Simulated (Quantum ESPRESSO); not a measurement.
# InP (F-43m) in Quantum ESPRESSO: a series of runs, part 3 of 3

Quantum ESPRESSO 7.5. The steps go on from the part before.

## Step 4: Phonons, PBE+D3(BJ)

Input file pw.in:

```
&CONTROL
  calculation = 'scf'
  prefix = 'pwscf'
  outdir = './tmp'
  pseudo_dir = './pseudo'
  tprnfor = .true.
  tstress = .true.
  disk_io = 'low'
/
&SYSTEM
  ibrav = 0
  nat = 2
  ntyp = 2
  ecutwfc = 70
  nbnd = 15
  occupations = 'smearing'
  smearing = 'fd'
  degauss = 0.00367493
  vdw_corr = 'grimme-d3'
  dftd3_version = 4
  dftd3_threebody = .false.
/
&ELECTRONS
  conv_thr = 4d-10
  electron_maxstep = 120
  mixing_beta = 0.5
/
ATOMIC_SPECIES
In   114.8180 In.upf
P     30.9738 P.upf
CELL_PARAMETERS angstrom
   0.0000000000    2.9305000000    2.9305000000
   2.9305000000    0.0000000000    2.9305000000
   2.9305000000    2.9305000000    0.0000000000
ATOMIC_POSITIONS crystal
In     0.0000000000    0.0000000000    0.0000000000
P      0.7500000000    0.7500000000    0.7500000000
K_POINTS automatic
8 8 8 1 1 1
```

Input file relax.in:

```
&CONTROL
  calculation = 'vc-relax'
  prefix = 'pwscf'
  outdir = './tmp'
  pseudo_dir = './pseudo'
  tprnfor = .true.
  tstress = .true.
  disk_io = 'low'
  nstep = 40
  forc_conv_thr = 0.0001
  etot_conv_thr = 1d-06
/
&SYSTEM
  ibrav = 0
  nat = 2
  ntyp = 2
  ecutwfc = 70
  nbnd = 15
  occupations = 'smearing'
  smearing = 'fd'
  degauss = 0.00367493
  vdw_corr = 'grimme-d3'
  dftd3_version = 4
  dftd3_threebody = .false.
/
&ELECTRONS
  conv_thr = 4d-10
  electron_maxstep = 120
  mixing_beta = 0.5
/
&IONS
  ion_dynamics = 'bfgs'
/
&CELL
  cell_dynamics = 'bfgs'
  press = 0
  press_conv_thr = 0.2
/
ATOMIC_SPECIES
In   114.8180 In.upf
P     30.9738 P.upf
CELL_PARAMETERS angstrom
   0.0000000000    2.9305000000    2.9305000000
   2.9305000000    0.0000000000    2.9305000000
   2.9305000000    2.9305000000    0.0000000000
ATOMIC_POSITIONS crystal
In     0.0000000000    0.0000000000    0.0000000000
P      0.7500000000    0.7500000000    0.7500000000
K_POINTS automatic
8 8 8 1 1 1
```

Input file scf2.in:

```
&CONTROL
  calculation = 'scf'
  prefix = 'pwscf'
  outdir = './tmp'
  pseudo_dir = './pseudo'
  tprnfor = .true.
  tstress = .true.
  disk_io = 'low'
/
&SYSTEM
  ibrav = 0
  nat = 2
  ntyp = 2
  ecutwfc = 70
  nbnd = 15
  occupations = 'fixed'
  vdw_corr = 'grimme-d3'
  dftd3_version = 4
  dftd3_threebody = .false.
/
&ELECTRONS
  conv_thr = 1d-13
  electron_maxstep = 120
  mixing_beta = 0.5
  startingpot = 'file'
  startingwfc = 'file'
/
ATOMIC_SPECIES
In   114.8180 In.upf
P     30.9738 P.upf
CELL_PARAMETERS angstrom
   0.0000000000    2.9478345229    2.9478345229
   2.9478345229    0.0000000000    2.9478345229
   2.9478345229    2.9478345229    0.0000000000
ATOMIC_POSITIONS crystal
In     0.0000000000    0.0000000000    0.0000000000
P      0.7500000000    0.7500000000    0.7500000000
K_POINTS automatic
8 8 8 1 1 1
```

Input file d3hess.in:

```
&INPUT
  prefix = 'pwscf'
  outdir = './tmp'
  step = 0.001
/
```

Input file ph.in:

```
phonons of InP
&INPUTPH
  prefix = 'pwscf'
  outdir = './tmp'
  tr2_ph = 1d-16
  fildyn = 'dyn'
  niter_ph = 60
  alpha_mix(1) = 0.7
  epsil = .true.
/
0.0000000000 0.0000000000 0.0000000000
```

Input file dynmat.in:

```
&INPUT
  fildyn = 'dyn'
  asr = 'crystal'
  lperm = .true.
  filout = 'dynmat.disp'
  fileig = 'dynmat.eig'
/
```

Input file dynmat_lo.in:

```
&INPUT
  fildyn = 'dyn'
  asr = 'crystal'
  filout = 'dynmat_lo.disp'
  fileig = 'dynmat_lo.eig'
  q(1) = 0
  q(2) = 0
  q(3) = 1
/
```

Potentials or basis: PseudoDojo 0.4.1 SR PBE standard.

Command:

```
> OMP_NUM_THREADS=1 pw.x -in pw.in > pw.out
> OMP_NUM_THREADS=1 pw.x -in relax.in > relax.out
> OMP_NUM_THREADS=1 pw.x -in scf2.in > scf2.out
> OMP_NUM_THREADS=1 d3hess.x -in d3hess.in > d3hess.out
> OMP_NUM_THREADS=1 ph.x -in ph.in > ph.out
> OMP_NUM_THREADS=1 dynmat.x -in dynmat.in > dynmat.out
> OMP_NUM_THREADS=1 dynmat.x -in dynmat_lo.in > dynmat_lo.out
```

pw.out:

```text
This program is part of the open-source Quantum ESPRESSO suite
     for quantum simulation of materials; please cite
[... 9 lines left out ...]
     --------------------
     sticks:   dense  smooth     PW     G-vecs:    dense   smooth      PW
     Sum        1177    1177    361                26813    26813    4477

     Using Slab Decomposition

     bravais-lattice index     =            0
     lattice parameter (alat)  =       7.8317  a.u.
     unit-cell volume          =     339.6658 (a.u.)^3
     number of atoms/cell      =            2
     number of atomic types    =            2
     number of electrons       =        18.00
     number of Kohn-Sham states=           15
     kinetic-energy cutoff     =      70.0000  Ry
     charge density cutoff     =     280.0000  Ry
     scf convergence threshold =      4.0E-10
     mixing beta               =       0.5000
     number of iterations used =            8  plain     mixing
     Exchange-correlation= PBE
                           (   1   4   3   4   0   0   0)

     celldm(1)=   7.831692  celldm(2)=   0.000000  celldm(3)=   0.000000
     celldm(4)=   0.000000  celldm(5)=   0.000000  celldm(6)=   0.000000

     crystal axes: (cart. coord. in units of alat)
               a(1) = (   0.000000   0.707107   0.707107 )
               a(2) = (   0.707107   0.000000   0.707107 )
               a(3) = (   0.707107   0.707107   0.000000 )

     reciprocal axes: (cart. coord. in units 2 pi/alat)
               b(1) = ( -0.707107  0.707107  0.707107 )
               b(2) = (  0.707107 -0.707107  0.707107 )
               b(3) = (  0.707107  0.707107 -0.707107 )

     PseudoPot. # 1 for In read from file:
     In.upf
     Pseudo is Norm-conserving + core correction, Zval = 13.0
     Generated using ONCVPSP code by D. R. Hamann
     Using radial grid of 1964 points,  6 beta functions with:
                l(1) =   0
                l(2) =   0
                l(3) =   1
                l(4) =   1
                l(5) =   2
                l(6) =   2

     PseudoPot. # 2 for P  read from file:
     P.upf
     Pseudo is Norm-conserving + core correction, Zval =  5.0
     Generated using ONCVPSP code by D. R. Hamann
     Using radial grid of 1298 points,  6 beta functions with:
                l(1) =   0
                l(2) =   0
                l(3) =   1
                l(4) =   1
                l(5) =   2
                l(6) =   2

     atomic species   valence    mass     pseudopotential
     In               13.00   114.81800     In( 1.00)
     P                 5.00    30.97380     P ( 1.00)

     24 Sym. Ops. (no inversion) found

   Cartesian axes

     site n.     atom                  positions (alat units)
         1        In     tau(   1) = (   0.0000000   0.0000000   0.0000000  )
         2        P      tau(   2) = (   1.0606602   1.0606602   1.0606602  )

     --------------------------------------------
     DFT-D3 Dispersion Correction (no 3-body):
     --------------------------------------------
       Reference C6 values for interpolation:

         atom   Coordination number   C6
         P          0.000           383.38
         P          0.995           361.25
         P          2.010           351.11
         P          2.986           303.38
         In         0.000          1515.48
         In         0.963          1357.98
         In         1.938           855.83
         In         2.935           621.66

       Values used:

         atom   Coordination number  R0_AB[au]  C6      C8
         In         4.675            4.027    621.66  91928.85
         P          4.101            3.309    303.38  16807.03

         Molecular C6 ( Ry / a.u.^6 ) =      1791.93

     number of k points=    60  Fermi-Dirac smearing, width (Ry)=  0.0037
                       cart. coord. in units 2pi/alat
        k(    1) = (   0.0441942   0.0441942   0.0441942), wk =   0.0078125
        k(    2) = (   0.1325825   0.1325825  -0.0441942), wk =   0.0234375
        k(    3) = (   0.2209709   0.2209709  -0.1325825), wk =   0.0234375
        k(    4) = (   0.3093592   0.3093592  -0.2209709), wk =   0.0234375
        k(    5) = (  -0.3093592  -0.3093592   0.3977476), wk =   0.0234375
        k(    6) = (  -0.2209709  -0.2209709   0.3093592), wk =   0.0234375
[... 52 lines left out ...]
        k(   59) = (   0.3093592   0.3093592   0.3093592), wk =   0.0078125
        k(   60) = (  -0.3093592  -0.3093592   0.9280777), wk =   0.0234375

     Dense  grid:    26813 G-vectors     FFT dimensions: (  45,  45,  45)

     Initial potential from superposition of free atoms

     starting charge      17.9960, renormalised to      18.0000
     Starting wfcs are   13 randomized atomic wfcs +    2 random wfcs

     Self-consistent Calculation

     iteration #  1     ecut=    70.00 Ry     beta= 0.50
     Davidson diagonalization with overlap
     ethr =  1.00E-02,  avg # of iterations =  4.6

     Threshold (ethr) on eigenvalues was too large:
     Diagonalizing with lowered threshold

     Davidson diagonalization with overlap
     ethr =  5.97E-04,  avg # of iterations =  1.8

     total energy              =    -146.81046267 Ry
     estimated scf accuracy    <       0.10502725 Ry

     iteration #  2     ecut=    70.00 Ry     beta= 0.50
     Davidson diagonalization with overlap
     ethr =  5.83E-04,  avg # of iterations =  2.3

     total energy              =    -146.83308119 Ry
     estimated scf accuracy    <       0.00675104 Ry

     iteration #  3     ecut=    70.00 Ry     beta= 0.50
     Davidson diagonalization with overlap
     ethr =  3.75E-05,  avg # of iterations =  6.5

     total energy              =    -146.83366345 Ry
     estimated scf accuracy    <       0.00131000 Ry
[... 26 lines left out ...]
     total energy              =    -146.83372920 Ry
     estimated scf accuracy    <          7.3E-09 Ry

     iteration #  8     ecut=    70.00 Ry     beta= 0.50
     Davidson diagonalization with overlap
     ethr =  4.08E-11,  avg # of iterations =  3.2

     total energy              =    -146.83372920 Ry
     estimated scf accuracy    <          1.2E-09 Ry

     iteration #  9     ecut=    70.00 Ry     beta= 0.50
     Davidson diagonalization with overlap
     ethr =  6.74E-12,  avg # of iterations =  2.2

     End of self-consistent calculation

          k = 0.0442 0.0442 0.0442 (  3374 PWs)   bands (ev):

    -7.1021  -7.0953  -7.0953  -6.9482  -6.9482  -4.3325   6.5273   7.0894
     7.0894   8.3258  11.2453  11.3112  11.3112  15.9731  16.3226

          k = 0.1326 0.1326-0.0442 (  3372 PWs)   bands (ev):

    -7.1267  -7.0875  -7.0830  -6.9505  -6.9456  -4.0985   5.1866   6.5619
     6.9843   9.0936  11.2814  11.5071  11.9779  15.4485  16.0133

          k = 0.2210 0.2210-0.1326 (  3367 PWs)   bands (ev):

    -7.1686  -7.0715  -7.0680  -6.9487  -6.9413  -3.5617   3.3907   6.1214
     6.6235   9.1655  11.9014  11.9738  12.6955  15.3654  16.1565

          k = 0.3094 0.3094-0.2210 (  3359 PWs)   bands (ev):

    -7.2040  -7.0597  -7.0594  -6.9406  -6.9363  -2.9054   1.9261   5.8887
     6.2772   8.9821  11.9417  12.0184  13.9374  16.3160  16.4448
[... 103 lines left out ...]
    -7.2281  -7.0472  -7.0298  -6.9534  -6.9363  -2.3345   1.6264   4.3092
     5.5986  10.0721  11.6750  13.1109  14.2262  15.6994  17.1584

          k = 0.2210-0.3094 0.3977 (  3357 PWs)   bands (ev):

    -7.2136  -7.0569  -7.0517  -6.9427  -6.9343  -2.6794   1.6540   5.4840
     6.0410   9.3588  11.6353  12.3319  14.1419  16.3751  17.1789

          k =-0.6629 0.0442 0.0442 (  3340 PWs)   bands (ev):

    -7.2761  -7.0006  -6.9956  -6.9931  -6.9148  -2.0458   1.4584   4.7118
     4.8627   9.0229   9.5651  15.9108  16.3084  16.7625  18.0232

          k =-0.5745 0.1326-0.0442 (  3364 PWs)   bands (ev):

    -7.2580  -7.0157  -7.0069  -6.9844  -6.9203  -2.2999   1.8373   4.5806
     4.9616   9.4986  10.2057  14.1762  15.4767  16.4120  18.3096

          k =-0.4861 0.2210-0.1326 (  3357 PWs)   bands (ev):

    -7.2286  -7.0430  -7.0291  -6.9642  -6.9286  -2.5576   1.9734   4.6415
     5.4778   9.9600  11.4522  12.7869  13.8495  16.3384  18.2555

          k =-0.4861 0.0442 0.0442 (  3371 PWs)   bands (ev):

    -7.2434  -7.0198  -7.0185  -6.9845  -6.9216  -2.7854   2.5275   5.1037
     5.2159   9.2826  10.0358  14.2886  14.7564  15.5158  17.6116

          k =-0.3977 0.1326-0.0442 (  3369 PWs)   bands (ev):

    -7.2113  -7.0444  -7.0389  -6.9703  -6.9289  -3.1547   3.0555   5.2152
     5.6902   9.9643  10.5652  12.7978  13.7794  15.2049  17.4494

          k =-0.3094 0.0442 0.0442 (  3374 PWs)   bands (ev):

    -7.1798  -7.0580  -7.0569  -6.9653  -6.9344  -3.6537   4.1281   5.9365
     5.9600   9.9307  10.2613  12.9196  13.0504  14.2880  16.9389

          k = 0.1326 0.1326 0.1326 (  3359 PWs)   bands (ev):

    -7.1356  -7.0823  -7.0823  -6.9474  -6.9474  -3.9858   4.6359   6.7734
     6.7734   8.9722  11.7507  11.7507  11.8184  15.6943  15.6943

          k = 0.2210 0.2210 0.0442 (  3378 PWs)   bands (ev):

    -7.1628  -7.0732  -7.0672  -6.9527  -6.9413  -3.6600   3.8577   5.6823
     6.7412   9.6595  11.6119  11.8776  12.4521  14.9672  16.3671
[... 118 lines left out ...]
    -7.2352  -7.0397  -7.0247  -6.9612  -6.9319  -2.2653   1.6239   4.1856
     5.5000   9.7707  11.8959  13.6113  13.7351  16.0775  17.1943

          k = 0.3094 0.3094 0.3094 (  3365 PWs)   bands (ev):

    -7.2097  -7.0598  -7.0598  -6.9357  -6.9357  -2.7680   1.5995   6.1991
     6.1991   8.6641  11.9650  11.9650  14.1708  16.4078  17.3681

          k =-0.3094-0.3094 0.9281 (  3348 PWs)   bands (ev):

    -7.2176  -7.0548  -7.0492  -6.9409  -6.9362  -2.5589   1.5126   5.2552
     6.0014   9.4719  11.6278  12.3780  14.3634  16.6696  17.1395

     the Fermi energy is     7.7300 ev

!    total energy              =    -146.83372920 Ry
     estimated scf accuracy    <          1.8E-10 Ry
     smearing contrib. (-TS)   =      -0.00000001 Ry
     internal energy E=F+TS    =    -146.83372920 Ry

     The total energy is F=E-TS. E is the sum of the following terms:
     one-electron contribution =     -49.66180597 Ry
     hartree contribution      =      36.82563635 Ry
     xc contribution           =     -44.23104835 Ry
     ewald contribution        =     -89.72040420 Ry
     DFT-D3 Dispersion         =      -0.04610703 Ry

     convergence has been achieved in   9 iterations

     Forces acting on atoms (cartesian axes, Ry/au):

     atom    1 type  1   force =    -0.00000000    0.00000000    0.00000000
     atom    2 type  2   force =    -0.00000000   -0.00000000   -0.00000000

     Total force =     0.000000     Total SCF correction =     0.000000

     Computing stress (Cartesian axis) and pressure

          total   stress  (Ry/bohr**3)                   (kbar)     P=       12.06
   0.00008200   0.00000000  -0.00000000           12.06        0.00       -0.00
   0.00000000   0.00008200   0.00000000            0.00       12.06        0.00
  -0.00000000  -0.00000000   0.00008200           -0.00       -0.00       12.06

=------------------------------------------------------------------------------=
   JOB DONE.
=------------------------------------------------------------------------------=
```

It took 24 min on 1 thread of Arm Neoverse V2, shared host; peak memory 0.11 GiB.

What came out:

```yaml
Free_energy: -1997.7780 eV
Relaxed_volume: 25.62 Å³/atom
Relaxed_cell: a = 4.169 Å, b = 4.169 Å, c = 4.169 Å, α = 60.00°, β = 60.00°, γ = 60.00°
Space_group_after_relaxing_to_0.05_Å: F-43m (No. 216)
Pressure_after_relaxing: 0.0 GPa
Electronic_dielectric_tensor_diagonal: 11.17
Born_charges_mean_of_the_diagonal: In +2.56; P -2.56 e
Highest_phonon_frequency_at_Γ_LO-TO_splitting_left_out: 297 cm⁻¹
Static_dielectric_tensor_diagonal: 14.09
```

Step by step:
```csv
step,energy change (eV),largest force (eV/Å),pressure (GPa),volume (Å³)
1,0.0000,0.0000,1.21,50.33
2,-0.0019,0.0000,0.78,50.64
3,-0.0031,0.0000,0.32,50.99
4,-0.0033,0.0000,0.01,51.23
5,-0.0033,0.0000,0.00,51.23
```

Final structure:
```yaml
crystal:
  lattice:
    - [0.00000, 2.94783, 2.94783]
    - [2.94783, 0.00000, 2.94783]
    - [2.94783, 2.94783, 0.00000]
  atoms:
    - { symbol: In, position: [0.00000, 0.00000, 0.00000] }
    - { symbol: P, position: [0.75000, 0.75000, 0.75000] }
```

Levels at points of the mesh, in eV from the valence-band top:
```csv
k point,band 5,band 6,band 7,band 8,band 9,band 10,band 11,band 12,band 13,band 14
"(0.06, 0.06, 0.06)",-14.01,-11.31,-0.58,0.00,0.00,1.16,4.15,4.22,4.22,8.80
```

Phonon frequencies in cm⁻¹ (negative: imaginary):
| q point | frequencies |
| --- | --- |
| (0.000, 0.000, 0.000) | -2 -2 -2 297 297 297 |

Electronic dielectric tensor:
```
11.17  0.00  0.00
 0.00 11.17  0.00
 0.00  0.00 11.17
```

Born effective charge tensors (e):
atom 1, In
```
2.56 0.00 0.00
0.00 2.56 0.00
0.00 0.00 2.56
```
atom 2, P
```
-2.56  0.00  0.00
 0.00 -2.56  0.00
 0.00  0.00 -2.56
```

Optical modes at Γ, degenerate ones joined, polar ones without the macroscopic field:
| cm⁻¹ | components | symmetry | active in | IR intensity, summed ((D/Å)²/amu) |
| --- | --- | --- | --- | --- |
| 297 | 3 | T2 | IR and Raman | 18.55 |

Zone-centre frequencies without and with the macroscopic field along z (cm⁻¹):
|  | optical modes in rising order |
| --- | --- |
| without | 297 297 297 |
| with the field | 297 297 333 |

Static dielectric tensor, electrons and zone-centre modes:
```
14.09  0.00  0.00
 0.00 14.09  0.00
 0.00  0.00 14.09
```

Caveat: the shifted mesh misses Γ, where the gap is smaller or closed, so treating the crystal as an insulator may be wrong and the dielectric response too small.

## Step 5: Overview

| task | level | cell | k mesh | k mesh for the Wannier functions | pressure (GPa) |
| --- | --- | --- | --- | --- | --- |
| Wannier functions | PBE | as given | 8 × 8 × 8 | 5 × 5 × 5 | 3.4 |
| phonons and Raman activities | PBE | relaxed | 4 × 4 × 4, shifted | - | 0.0 |
| phonons | PBE+D3(BJ) | relaxed | 8 × 8 × 8, shifted | - | 0.0 |

Alike in all rows: potentials or basis PseudoDojo 0.4.1 SR PBE standard; no spin polarisation; cutoff (eV) 952; smearing fermi-dirac 0.05 eV.

Caveats: spin-orbit coupling is left out, which moves the levels of the heavy elements (some runs); the Wannier minimisation didn't converge (some runs); the shifted mesh misses Γ, where the gap is smaller or closed, so treating the crystal as an insulator may be wrong and the dielectric response too small (some runs).

Absolute energies hang on the potentials; compare differences alone.

## Step 6: Against experiment

Step 2. Measured gap of InP: 1.4236 eV (direct; 1.6 K; a printed reference work, data compilation). This calculation gives 0.71 eV (-0.71 eV). Spin-orbit coupling on In is left out. The value is that of PBE, without temperature or zero-point motion. Semilocal functionals fall short of measured gaps as a rule.

Step 3. Against the measured high-frequency dielectric constant of InP, 9.61 (300 K; a printed reference work, textbook), the calculated 12.30 is off by +28.0 %.

Step 4. Measured high-frequency dielectric constant of InP: 9.61 (300 K; a printed reference work, textbook). This calculation gives 11.17 (+16.3 %).
